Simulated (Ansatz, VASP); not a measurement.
FePt (Tetraferroplatinum) in VASP and in Ansatz

```
CELL_PARAMETERS angstrom
2.68663 0.00000 0.00000
0.00000 2.68663 0.00000
0.00000 0.00000 3.71811
ATOMIC_POSITIONS crystal
Fe 0.00000 0.00000 0.00000
Pt 0.50000 0.50000 0.50000
```

Alike in both runs: functional PBEsol; k mesh 16 × 16 × 12; occupations gaussian, width 0.1 eV; collinear spin.

Ansatz relaxed the structure, and its values are those at the end. VASP's run is a single point on that final structure, the one shown.

|  | VASP | Ansatz |
| --- | --- | --- |
| version | VASP 6.6.1 | Ansatz 0.2.0 |
| potentials or method | VASP PAW PBE potentials, release 64 (Fe, Pt) | scalar-relativistic, plane waves, PAW |
| plane-wave cutoff (eV) | 520 | 420 |
| valence electrons in the cell | 18 | 34 |

```csv
,VASP,Ansatz,Ansatz less VASP
gap on the k mesh at the Fermi level (eV),none,none,-
pressure (GPa),-0.3,0.0,+0.29
net moment per atom (μB),1.60,1.60,+0.002
size of the moment on the site where the two differ most (μB),0.32,0.38,+0.056
```

Site moments also hang on the region over which each program counts them. A gap of «none» marks a metal or a gap that the smearing closes. The two sets of potentials don't hold the same shells in valence.

Caveats: the PAW data sets were made with another functional, which shifts forces and pressure a little (VASP). The runs have no spin-orbit coupling, so splittings on Pt are missing.
